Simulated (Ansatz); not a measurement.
# Li on Mg(0001), fcc start, 2x2 cell: photoemission fingerprints, part 3 of 3

Aim: how the adsorbate changes the work function, the valence spectrum and the core levels in Li on Mg(0001), fcc start, 2x2 cell.

Ansatz 0.2.0; DFT, PBE, plane-wave PAW, default files, scalar-relativistic.

So far, work function, upper face (eV): step 2 (the clean face) 3.76; step 3 (relaxation) 2.19.

### Step 4. Layer-resolved bands, DOS and potential (continued)

Regions along c: top from 14.0 to 21.5 Å, middle from 10.4 to 14.0 Å, bottom from 3.5 to 10.4 Å.

States with weight above 0.08 nearest the zero at K of the zone, within the window kept, -6.6 to 3.3 eV (levels that the program groups as degenerate share a row):

```
E (eV)  weight, total  weight, top  weight, middle  weight, bottom
 -0.34           1.00         0.14            0.51            0.35
 -0.31           0.99         0.12            0.41            0.47
 -0.30           1.00         0.12            0.68            0.19
  0.16           0.37         0.23            0.06            0.09
  0.34           0.98         0.34            0.17            0.47
  0.36           1.00         0.07            0.14            0.78
  0.40           0.63         0.41            0.12            0.11
  1.44           0.74         0.25            0.22            0.27
  1.55           0.27         0.10            0.07            0.10
  1.85           0.54         0.34            0.15            0.05
```

States with weight above 0.08 nearest the zero at Γ of the zone, within the window kept, -6.6 to 3.3 eV (levels that the program groups as degenerate share a row):

```
E (eV)  weight, total  weight, top  weight, middle  weight, bottom
 -5.88           1.00         0.34            0.18            0.48
 -4.64           1.00         0.33            0.31            0.35
 -2.98           0.99         0.31            0.26            0.42
 -1.37           0.71         0.24            0.16            0.31
 -1.19           0.24         0.09            0.06            0.09
  0.40           0.95         0.58            0.14            0.21
  1.47           0.74         0.35            0.09            0.23
  1.68           0.24         0.10            0.03            0.08
  2.61           0.98         0.28            0.05            0.14
  3.04           0.96         0.16            0.08            0.31
```

States with weight above 0.08 nearest the zero at M of the zone, within the window kept, -6.6 to 3.3 eV (levels that the program groups as degenerate share a row):

```
E (eV)  weight, total  weight, top  weight, middle  weight, bottom
 -1.37           0.10         0.05            0.01            0.04
 -1.19           0.25         0.09            0.04            0.12
 -1.16           0.62         0.21            0.11            0.30
 -1.12           0.63         0.23            0.10            0.30
 -1.06           0.32         0.09            0.07            0.17
  0.06           0.33         0.13            0.10            0.10
  0.14           0.62         0.30            0.18            0.14
  0.22           0.62         0.14            0.21            0.28
  0.32           0.33         0.09            0.11            0.13
  1.47           0.09         0.03            0.03            0.04
```

The largest force component on a free atom is 0.013 eV/Å, so the atoms are at rest for these settings too. At the Fermi level the DOS is 8.60 states/eV a cell.

### Step 5. Z+1 stand-in on atom 3

System of this step: LiMg15Al. The cell holds 17 atoms: 1 Li, 15 Mg and 1 Al. Its edges and angles: a = 6.380 Å, b = 6.380 Å, c = 24.435 Å, α = 90.0°, β = 90.0°, γ = 60.0°. It derives from Mg. Regions: ad, 1 atom (1 Li); L1, 4 atoms (3 Mg and 1 Al); L2, 4 atoms (4 Mg); L3, 4 atoms (4 Mg); rest, 4 atoms (4 Mg). Vacuum lies along c.

An atom with a screened core hole acts much like the next element, so total energies with that element on different sites give core-level shifts.

Contents of input.yaml:

```yaml
crystal:
  lattice:
    - [6.38, 0.0, 0.0]
    - [3.19, 5.5252420761, 0.0]
    - [0.0, 0.0, 24.435]
  atoms:
    - { symbol: Li, position: [0.168801145, 0.1666519441, 0.7171988287] }
    - { symbol: Mg, position: [-0.0016994247, -0.0017649168, 0.6246586639] }
    - { symbol: Al, position: [0.5039252734, -0.0019328214, 0.6244354321] }
    - { symbol: Mg, position: [-0.0017888842, 0.5037029383, 0.6245473169] }
    - { symbol: Mg, position: [0.4999762421, 0.4999966514, 0.6343429084] }
    - { symbol: Mg, position: [0.8318263102, 0.3340758906, 0.5197630142] }
    - { symbol: Mg, position: [0.3340654325, 0.3340924719, 0.5197001329] }
    - { symbol: Mg, position: [0.83343753, 0.8333355742, 0.518747498] }
    - { symbol: Mg, position: [0.3340585868, 0.8318338474, 0.5197309297] }
    - { symbol: Mg, position: [0.0, 0.0, 0.413136894] }
    - { symbol: Mg, position: [0.5, 0.0, 0.413136894] }
    - { symbol: Mg, position: [0.0, 0.5, 0.413136894] }
    - { symbol: Mg, position: [0.5, 0.5, 0.413136894] }
    - { symbol: Mg, position: [0.833333333, 0.333333333, 0.306936771] }
    - { symbol: Mg, position: [0.333333333, 0.333333333, 0.306936771] }
    - { symbol: Mg, position: [0.833333333, 0.833333333, 0.306936771] }
    - { symbol: Mg, position: [0.333333333, 0.833333333, 0.306936771] }
kpoints:
  mp_grid: { grid: [6, 6, 1] }
scf:
  occupations: { method: fermi_dirac, width: 0.05 }
  n_extra_bands: 16
hamiltonian:
  xc: pbe
  pseudopotentials: { kind: paw }
output:
  forces: true
  write_potential: true
  volumetric_format: []
efield:
  axis: 3
  dipole_correction: true
```

On the command line:

```bash
ansatz run input.yaml --threads 8 --pin off --max-ram 20480MiB --backend cpu --events-out ev --progress --plain --runs-dir out
```

Wall time 17 s (8 threads of Intel Xeon at 2.60GHz (Ice Lake), shared host); peak memory 3.6 GiB.

This step gave:

* free energy: -29596.4706 eV
* energy at zero smearing: -29596.4355 eV
* smearing term TS: 0.07005 eV
* Fermi energy: 0.8763 eV

### Step 6. Z+1 stand-in on atom 5

System of this step: LiMg15Al. The cell holds 17 atoms: 1 Li, 15 Mg and 1 Al. Its edges and angles: a = 6.380 Å, b = 6.380 Å, c = 24.435 Å, α = 90.0°, β = 90.0°, γ = 60.0°. It derives from Mg. Regions: ad, 1 atom (1 Li); L1, 4 atoms (3 Mg and 1 Al); L2, 4 atoms (4 Mg); L3, 4 atoms (4 Mg); rest, 4 atoms (4 Mg). Vacuum lies along c.

The same swap on atom 5.

Changes to input.yaml since step 5:

```diff
@@ -8,5 +8,5 @@
     - { symbol: Mg, position: [-0.0016994247, -0.0017649168, 0.6246586639] }
-    - { symbol: Al, position: [0.5039252734, -0.0019328214, 0.6244354321] }
+    - { symbol: Mg, position: [0.5039252734, -0.0019328214, 0.6244354321] }
     - { symbol: Mg, position: [-0.0017888842, 0.5037029383, 0.6245473169] }
-    - { symbol: Mg, position: [0.4999762421, 0.4999966514, 0.6343429084] }
+    - { symbol: Al, position: [0.4999762421, 0.4999966514, 0.6343429084] }
     - { symbol: Mg, position: [0.8318263102, 0.3340758906, 0.5197630142] }
```

Run time: 16 s. Hardware: 8 threads; peak memory 3.6 GiB.

This step gave:

| Property | Result |
| --- | --- |
| free energy | -29596.2175 eV |
| energy at zero smearing | -29596.1795 eV |
| smearing term TS | 0.07603 eV |
| Fermi energy | 0.8823 eV |

### Step 7. Z+1 stand-in on atom 10

System of this step: LiMg15Al. The cell holds 17 atoms: 1 Li, 15 Mg and 1 Al. Cell: a = 6.380 Å, b = 6.380 Å, c = 24.435 Å, α = 90.0°, β = 90.0°, γ = 60.0°. It derives from Mg. Regions: ad, 1 atom (1 Li); L1, 4 atoms (4 Mg); L2, 4 atoms (4 Mg); L3, 4 atoms (1 Al and 3 Mg); rest, 4 atoms (4 Mg). Vacuum lies along c.

The same swap on atom 10.

Changes to input.yaml since step 6:

```diff
@@ -10,3 +10,3 @@
     - { symbol: Mg, position: [-0.0017888842, 0.5037029383, 0.6245473169] }
-    - { symbol: Al, position: [0.4999762421, 0.4999966514, 0.6343429084] }
+    - { symbol: Mg, position: [0.4999762421, 0.4999966514, 0.6343429084] }
     - { symbol: Mg, position: [0.8318263102, 0.3340758906, 0.5197630142] }
@@ -15,3 +15,3 @@
     - { symbol: Mg, position: [0.3340585868, 0.8318338474, 0.5197309297] }
-    - { symbol: Mg, position: [0.0, 0.0, 0.413136894] }
+    - { symbol: Al, position: [0.0, 0.0, 0.413136894] }
     - { symbol: Mg, position: [0.5, 0.0, 0.413136894] }
```

Wall time 17 s (8 threads); peak memory 3.6 GiB; 2.2 min of CPU time.

This step gave:

```
free energy             : -29596.5534 eV
energy at zero smearing : -29596.5259 eV
smearing term TS        : 0.05501 eV
Fermi energy            : 0.8671 eV
```

### Step 8. Shifts from the Z+1 runs

An atom with a screened core hole acts like the next element, so the difference of two such total energies is the shift between the two sites; positive is more bound. Shifts count from the last listed atom of each element.

```
atom   region  replaced by  shell meant  free energy (eV)  shift (eV)
 Mg3  layer 1           Al           2p        -29596.471       +0.08
 Mg5  layer 1           Al           2p        -29596.218       +0.34
Mg10  layer 3           Al           2p        -29596.553       +0.00
```

The stand-in's nearest image is 6.4 Å away. The method gives no absolute levels and the same shift for every shell of an atom.

### Step 9. Other settings: scf.initial_density.chi_scale = 0.0

This step: DFT, PBE, plane-wave PAW, default files, scalar-relativistic; changed: scf.initial_density.chi_scale = 0.0 (Ansatz 0.2.0).

System of this step: LiMg16. The cell holds 17 atoms: 1 Li and 16 Mg. Its edges and angles: a = 6.380 Å, b = 6.380 Å, c = 24.435 Å, α = 90.0°, β = 90.0°, γ = 60.0°. It derives from Mg. How the cell was made: adsorbate; added: Li; site: fcc; coverage 0.25 monolayer; cell: 2x2; on one face. Regions: ad, 1 atom (1 Li); L1, 4 atoms (4 Mg); L2, 4 atoms (4 Mg); L3, 4 atoms (4 Mg); rest, 4 atoms (4 Mg). Vacuum lies along c.

Some settings are changed to see whether the read-outs move.

Changes to input.yaml since step 7:

```diff
@@ -15,3 +15,3 @@
     - { symbol: Mg, position: [0.3340585868, 0.8318338474, 0.5197309297] }
-    - { symbol: Al, position: [0.0, 0.0, 0.413136894] }
+    - { symbol: Mg, position: [0.0, 0.0, 0.413136894] }
     - { symbol: Mg, position: [0.5, 0.0, 0.413136894] }
@@ -27,3 +27,4 @@
   occupations: { method: fermi_dirac, width: 0.05 }
-  n_extra_bands: 16
+  n_extra_bands: 25
+  initial_density: { chi_scale: 0.0 }
 hamiltonian:
@@ -35,2 +36,13 @@
   volumetric_format: []
+  dos:
+    projected:
+      site_lists:
+        adsorbate: [0]
+        layer_1: [1, 2, 3, 4]
+        layer_2: [5, 6, 7, 8]
+        layer_3: [9, 10, 11, 12]
+        other_layers: [13, 14, 15, 16]
+    de: 0.05
+    e_range: [-30, 12]
+    method: { smearing: { sigma: 0.15, scheme: gaussian } }
 efield:
```

Run time: 21 s. Hardware: 8 threads; peak memory 3.9 GiB; 2.8 min of CPU time.

Numbers from this step:

```
free energy                                    : -30982.9049 eV
energy at zero smearing                        : -30982.8667 eV
smearing term TS                               : 0.07640 eV
Fermi energy                                   : 0.8795 eV
share of occupied states in no projected shell : 0.2647 of the occupied states in the window
```

This run's widths, added to any smearing of the DOS itself: Gaussian 0.2 eV, Lorentzian 0.2 eV plus 0.05 an eV of depth. Table of intensity by binding energy, zero at the Fermi level; values in % of the maximum within 13 eV:

```
binding energy (eV)  21.2 eV  100 eV  1486.7 eV  9251.7 eV
               -1.0     2.74    2.91       2.63       2.51
               -0.5     5.64    6.04       5.00       4.67
                0.0     38.1    43.0       30.7       27.6
                0.5     75.3    73.8       51.6       46.9
                1.0     99.2    99.2       81.0       76.2
                1.5     71.4    74.4       77.3       75.6
                2.0     79.1    86.6       97.9       96.9
                2.5     71.0    75.1       89.7       89.6
                3.0     71.4    79.9       98.6       98.6
                3.5     51.1    60.1       75.0       74.9
                4.0     55.8    65.7       84.8       85.1
                4.5     43.9    51.7       67.1       67.3
                5.0     38.2    45.3       61.1       61.5
                5.5     31.6    37.4       51.2       51.5
                6.0     21.4    25.0       35.4       35.8
                6.5     12.6    14.5       21.1       21.4
                7.0     4.65    5.36       7.57       7.64
                7.5     2.25    2.60       3.53       3.56
                8.0     1.46    1.67       2.23       2.24
                8.5     1.06    1.21       1.59       1.59
```

Spectra as before, but with a recipe of its own (widths, and in some runs the light), which changes peak heights and what is resolved: Gaussian 0.2 eV, Lorentzian 0.2 eV plus 0.05 times the binding energy, unpolarised light, analyser at 45°, emission 45° from the normal, Fermi edge at 20 K; some photon energies differ too.

Side by side:

```
                               quantity  this run  base run  difference
         work function, upper face (eV)    2.1921    2.1919      2.0e-4
DOS at the Fermi level (states/eV/cell)    8.5954    8.5955     -1.0e-4
```

The work function move by 0.00 eV at most against the base run, and the converged energy is the same to the last digits.

### Step 10. Summary of results

```json
{
  "work function": "2.19 eV (other face 3.71 eV)",
  "change from the clean face": "-1.57 eV",
  "Mg core shifts among the listed atoms, from the last listed one": "+0.00 to +0.34 eV"
}
```

**Reading.** The Fermi level of Li on Mg(0001), fcc start, 2x2 cell lies 2.19 eV (other face 3.71 eV) below the vacuum, a change of -1.57 eV from the clean face. No level with weight over 0.3 between −3.0 and 3.0 eV at the labelled points has over 60 % of its weight in the top region and under 6 % in the middle, the test used here for a surface state; levels near these limits can still be surface states of a thicker slab. After relaxation Li1 stands 2.20 Å above the top layer, bonded to 3 Mg atoms at 2.93 Å. The bare lower face differs from the lower face of the clean 1×1 slab by 0.05 eV, a measure of the error from mesh and slab. Core shifts by the Z+1 route: Mg +0.00 to +0.34 eV. Among the sites run, the most bound Mg 2p level is that of Mg5 (layer 1), bonded to 9 Mg; the least bound, 0.34 eV shallower, that of Mg10 (layer 3), bonded to 12 Mg. The slab's own atoms span 8.0 Å, so bulk bands appear as a few quantum-well levels, and states of the two faces can mix. The program warns of density or levels in the vacuum in some of these runs, so vacuum levels and energy differences can be a little off.

[Logs are printed without paths, hosts, clocks, repeated set-up lines and the standing remarks that a program may print on its own settings, such as how far it seeks lower states.]

[Hosts, paths, dates, database ids (printed as entryN), source tags and the programs' standing remarks are cut or masked in the printed files.]

[Maps of the electrostatic potential energy from Ansatz leave out the sawtooth potential of an applied field or a dipole correction, so their vacuum need not be flat; work functions include it.]
